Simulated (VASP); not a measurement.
# Nb7N8 (a cell with a defect) in VASP: notebook, part 2 of 2

VASP 6.6.1. The steps go on from the part before.

### 3 Single point, PBE

File INCAR:

```
PREC = Accurate
ENCUT = 520
EDIFF = 1E-6
ISMEAR = 0
SIGMA = 0.1
LREAL = Auto
LASPH = True
NELM = 100
ALGO = Fast
ISIF = 2
LWAVE = False
LCHARG = False
GGA = PE
NBANDS = 78
```

File KPOINTS:

```
regular mesh
0
Gamma
  3 3 3
```

File POSCAR:

```
Nb7N8
1.0
    0.0000000000      4.4172675400      4.4172675400
    4.4172675400      0.0000000000      4.4172675400
    4.4172675400      4.4172675400      0.0000000000
Nb N
7 8
Direct
    0.2505235397      0.5008832904      0.2487056738
    0.2557351326      0.2282493625      0.7883012447
    0.2475504348      0.7720568132      0.7093617200
    0.7903350812      0.2285158168      0.2535063792
    0.7512545867      0.2271756218      0.7490980499
    0.7115670426      0.7718303157      0.2450822800
    0.7512256095      0.7729856680      0.7489651623
    0.0189171245     -0.0355968930      0.0169315078
    0.0150088260      0.0001113811      0.4853937373
    0.0190102816      0.5005665788      0.0167434957
   -0.0563855365      0.4998497329      0.5570024857
    0.4874340258      0.0001146636      0.0129085457
    0.4834955050      0.0361085215      0.4812404910
    0.5590569232      0.4998189446     -0.0584302394
    0.4832676492      0.4999487760      0.4813777931
```

Potentials or basis: VASP PAW PBE potentials, release 64 (Nb_sv, N).

Started as:

```console
$ cat potpaw_PBE.64/Nb_sv/POTCAR potpaw_PBE.64/N/POTCAR > POTCAR
$ mpirun -np 1 vasp_std > vasp.out
```

OUTCAR:

```text
PREC = Accurate
   ENCUT = 520
   EDIFF = 1E-6
   ISMEAR = 0
   LREAL = Auto
   LASPH = True
   NELM = 100
   ISIF = 2
   GGA = PE

 ion  position               nearest neighbor table
   1  0.251  0.501  0.249-  11 1.92  14 1.92   6 2.92   3 2.92   2 2.93   4 2.93
   2  0.256  0.228  0.788-  12 2.02   8 2.22  10 2.22  13 2.24  15 2.24   4 2.91   1 2.93   5 2.98
                             7 2.98
   3  0.248  0.772  0.709-   9 2.02  13 2.21  15 2.22   8 2.24  10 2.24   6 2.90   1 2.92   5 2.98
                             7 2.98
[... 1358 lines left out ...]
  energy-cutoff  :      520.00
  volume of cell :      172.38
      direct lattice vectors                 reciprocal lattice vectors
     0.000000000  4.417267540  4.417267540    -0.113192148  0.113192148  0.113192148
     4.417267540  0.000000000  4.417267540     0.113192148 -0.113192148  0.113192148
     4.417267540  4.417267540  0.000000000     0.113192148  0.113192148 -0.113192148

 POSITION                                       TOTAL-FORCE (eV/Angst)
 -----------------------------------------------------------------------------------
      3.31113      2.20523      3.31916        -0.006132     -0.028825      0.037360
      4.49038      4.61179      2.13789        -0.006071      0.000257      0.008173
      6.54382      4.22694      4.50388         0.003106     -0.006204     -0.012345
      2.12922      4.61093      4.50054         0.008329      0.002680     -0.013018
      4.31246      6.62746      4.32199         0.051055      0.002106      0.043262
      4.49198      4.22578      6.55256         0.004410     -0.003058      0.004047
      6.72286      6.62674      6.73285        -0.036431      0.004766     -0.050697
      4.33482      0.15835      4.34359         0.006171     -0.007146      0.008342
      2.14461      2.21041      0.06679         0.006437     -0.002852     -0.008286
      2.28510      0.15793      2.29511        -0.013995     -0.006849     -0.012229
      4.66840      6.62863      6.37617        -0.011473      0.008186      0.004704
      0.05753      2.21015      2.15363        -0.013574     -0.001155      0.008818
      2.28527      4.26150      2.29523        -0.017656      0.013816     -0.014743
      6.36700      6.62867      4.67734         0.018040      0.008611     -0.015838
      4.33478      4.26110      4.34313         0.007785      0.015668      0.012449
 -----------------------------------------------------------------------------------
    total drift:                               -0.001214      0.000566      0.000368

  FREE ENERGIE OF THE ION-ELECTRON SYSTEM (eV)
  ---------------------------------------------------
  free  energy   TOTEN  =      -149.7013483500 eV

  energy  without entropy=     -149.6670849271  energy(sigma->0) =     -149.68421664
```

OSZICAR:

```text
N       E                     dE             d eps       ncg     rms          rms(c)
DAV:   1     0.171349109976E+04    0.17135E+04   -0.71518E+04  2184   0.176E+03
DAV:   2    -0.424724615317E+01   -0.17177E+04   -0.16783E+04  2636   0.725E+02
DAV:   3    -0.166521178473E+03   -0.16227E+03   -0.15984E+03  3400   0.177E+02
[... 42 lines left out ...]
RMM:  46    -0.149701348121E+03    0.34338E-06   -0.22347E-05  1920   0.996E-03    0.613E-02
RMM:  47    -0.149701347469E+03    0.65182E-06   -0.17177E-05  1872   0.991E-03    0.584E-02
RMM:  48    -0.149701346659E+03    0.81018E-06   -0.16086E-05  2023   0.103E-02    0.542E-02
RMM:  49    -0.149701347630E+03   -0.97074E-06   -0.10824E-05  1733   0.824E-03    0.538E-02
RMM:  50    -0.149701348350E+03   -0.72023E-06   -0.85074E-06  1689   0.595E-03
   1 F= -.14970135E+03 E0= -.14968422E+03  d E =-.342634E-01
```

stdout:

```text
POSCAR found type information on POSCAR NbN
 POSCAR found :  2 types and      15 ions
 scaLAPACK will be used
 LDA part: xc-table for (Slater+PW92), standard interpolation
 POSCAR, INCAR and KPOINTS ok, starting setup
 FFT: planning ... GRIDC
 FFT: planning ... GRID_SOFT
 FFT: planning ... GRID
 WAVECAR not read
 entering main loop
WARNING in EDDRMM: call to ZHEGV failed, returncode =   6  3     36
WARNING in EDDRMM: call to ZHEGV failed, returncode =   8  4     53
WARNING in EDDRMM: call to ZHEGV failed, returncode =   8  4     53
WARNING in EDDRMM: call to ZHEGV failed, returncode =   8  4     34
WARNING in EDDRMM: call to ZHEGV failed, returncode =   6  3     34
WARNING in EDDRMM: call to ZHEGV failed, returncode =   6  3     29
WARNING in EDDRMM: call to ZHEGV failed, returncode =   8  4     59
WARNING in EDDRMM: call to ZHEGV failed, returncode =   8  4     69
WARNING in EDDRMM: call to ZHEGV failed, returncode =   6  3     55
WARNING in EDDRMM: call to ZHEGV failed, returncode =   8  4     52
WARNING in EDDRMM: call to ZHEGV failed, returncode =   8  4     56
WARNING in EDDRMM: call to ZHEGV failed, returncode =   6  3     54
WARNING in EDDRMM: call to ZHEGV failed, returncode =   6  3     54
WARNING in EDDRMM: call to ZHEGV failed, returncode =   6  3     40
WARNING in EDDRMM: call to ZHEGV failed, returncode =   8  4     64
WARNING in EDDRMM: call to ZHEGV failed, returncode =   6  3     63
WARNING in EDDRMM: call to ZHEGV failed, returncode =   8  4     65
WARNING in EDDRMM: call to ZHEGV failed, returncode =   6  3     64
WARNING in EDDRMM: call to ZHEGV failed, returncode =   8  4     69
```

Run time: 29 min. Hardware: 1 thread of Intel Xeon Platinum 8175M at 2.50GHz (Skylake/Cascade Lake), shared host; peak memory 0.39 GiB.

Results:

```yaml
Free_energy: -149.7013 eV
Pressure: 0.2 GPa
Largest_force: 0.067 eV/Å
Band_gap_on_the_k_mesh: none (metal or under the smearing width)
```

Forces on the atoms (eV/Å):
```
Nb  -0.006 -0.029  0.037
Nb  -0.006  0.000  0.008
Nb   0.003 -0.006 -0.012
Nb   0.008  0.003 -0.013
Nb   0.051  0.002  0.043
Nb   0.004 -0.003  0.004
Nb  -0.036  0.005 -0.051
N    0.006 -0.007  0.008
N    0.006 -0.003 -0.008
N   -0.014 -0.007 -0.012
N   -0.011  0.008  0.005
N   -0.014 -0.001  0.009
N   -0.018  0.014 -0.015
N    0.018  0.009 -0.016
N    0.008  0.016  0.012
```

Stress tensor (GPa, compression positive):
```
  8.97  -0.01 -10.00
 -0.01 -17.31   0.01
-10.00   0.01   9.00
```

Caveat: the k mesh is coarse (spacing up to 0.41 Å⁻¹), so the values aren't converged.

### 4 Single point, PBE

File INCAR:

```
  PREC = Accurate
  ENCUT = 520
  EDIFF = 1E-6
  ISMEAR = 0
  SIGMA = 0.1
  LREAL = Auto
  LASPH = T
  NELM = 100
  ALGO = Fast
  ISIF = 2
  LWAVE = F
  LCHARG = T
  GGA = PE
  LELF = T
  LVHAR = T
  NBANDS = 78
```

File KPOINTS:

```
Automatic mesh
0
Gamma
  3 3 3
```

File POSCAR:

```
Nb7N8
1.0
    0.0000000000      4.4172675400      4.4172675400
    4.4172675400      0.0000000000      4.4172675400
    4.4172675400      4.4172675400      0.0000000000
Nb N
7 8
Direct
    0.2508647009      0.6351649463      0.2494135775
    0.2641098800      0.2288272084      0.7798171537
    0.2399026073      0.7719475828      0.7188179052
    0.7814710041      0.2300341763      0.2608672646
    0.7512311559      0.2322166341      0.7492401060
    0.7205995496      0.7720186674      0.2364909960
    0.7506112025      0.7733069073      0.7498349308
    0.0144867838     -0.0238509438      0.0121591005
    0.0228662853     -0.0042158415      0.4776485646
    0.0059631887      0.5058769884      0.0035182383
   -0.0287431085      0.4946019185      0.5293586994
    0.4788738696     -0.0028064861      0.0216699575
    0.4969316393      0.0149741892      0.4944405065
    0.5317287166      0.4948765227     -0.0312068487
    0.4881851689      0.5023679186      0.4859075165
```

Started as:

```console
$ cat potpaw_PBE.64/Nb_sv/POTCAR potpaw_PBE.64/N/POTCAR > POTCAR
$ mpirun -np 1 vasp_std > vasp.out
```

Wall time 26 min (1 thread of Intel Xeon Platinum 8175M at 2.50GHz (Skylake/Cascade Lake), shared host); peak memory 0.4 GiB.

It converged, with:

| Quantity | Value |
| --- | --- |
| Free energy | -152.0812 eV |
| Pressure | -3.7 GPa |
| Largest force | 2.700 eV/Å |
| Band gap on the k mesh | none (metal or under the smearing width) |

Forces on the atoms (eV/Å):
```
Nb   1.908  0.002  1.910
Nb  -0.260 -0.002  0.009
Nb   0.003 -0.028 -0.268
Nb   0.003  0.024 -0.263
Nb  -0.054  0.001 -0.022
Nb  -0.260  0.003  0.014
Nb  -0.091  0.005 -0.070
N    0.040 -0.177  0.014
N   -0.317  0.000 -0.029
N   -0.274 -0.457 -0.259
N   -0.653 -0.003  0.201
N   -0.024 -0.004 -0.322
N   -0.272  0.458 -0.261
N    0.213 -0.001 -0.668
N    0.040  0.179  0.014
```

Stress tensor (GPa, compression positive):
```
-2.26  0.00 -4.02
 0.00 -6.46  0.00
-4.02  0.00 -2.27
```

Levels at points of the mesh, in eV from the Fermi level:
| k point | band 64 | band 65 | band 66 | band 67 | band 68 | band 69 |
| --- | --- | --- | --- | --- | --- | --- |
| (0.00, 0.00, 0.00) | -1.07 | -0.60 | -0.01 | 0.61 | 0.86 | 1.40 |

Caveat: the k mesh is coarse (spacing up to 0.41 Å⁻¹), so the values aren't converged.
